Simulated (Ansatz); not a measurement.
# SiC: a single-point run

Aim: a sound single-point run of SiC. The structure is shown as the input types it.

Program: Ansatz 0.2.0. Level of theory: density functional or hybrid calculation with the settings of its input, plane waves. These are calculated values, not measurements.

1 further run of the same task is left out (it didn't finish).

### Step 1. Starting point

Symmetry: F-43m, No. 216, cubic system. Conventional cell: a = 4.356 Å, b = 4.356 Å, c = 4.356 Å, α = 90.00°, β = 90.00°, γ = 90.00°. Around Si (site symmetry -43m) lie 4 C at 1.89 Å. Around C (site symmetry -43m) lie 4 Si at 1.89 Å.

As a file:

```
CELL_PARAMETERS angstrom
0.00000 2.17805 2.17805
2.17805 0.00000 2.17805
2.17805 2.17805 0.00000
ATOMIC_POSITIONS crystal
Si 0.25000 0.25000 0.25000
C 0.00000 0.00000 0.00000
```

### Step 2. Input and run

input.yaml reads:

```yaml
crystal:
  lattice:
    - [0.0, 2.1780497564, 2.1780497564]
    - [2.1780497564, 0.0, 2.1780497564]
    - [2.1780497564, 2.1780497564, 0.0]
  atoms:
    - { symbol: Si, position: [0.25, 0.25, 0.25] }
    - { symbol: C, position: [0.0, 0.0, 0.0] }
kpoints:
  mp_grid: { grid: [8, 8, 8] }
hamiltonian:
  xc: pbesol
scf:
  occupations: { method: methfessel_paxton, width: 1.5 }
  n_extra_bands: 4
output:
  forces: true
  stress: true
  eigenvalues: true
```

Launch:

```bash
$ ansatz run input.yaml --threads 4 --pin off --max-ram 4608MiB --backend cpu --events-out ev --progress --plain --runs-dir out
```

**Question.** How will this run end, and is anything wrong with its input?

This run ends as converged. That alone doesn't make the input a sound one.

The suspect setting: scf.occupations.width is 1.5. A smearing of this width stands for electrons at many thousands of kelvin; it empties bonding states and fills antibonding ones.

The test: set scf.occupations.width to 0.2.
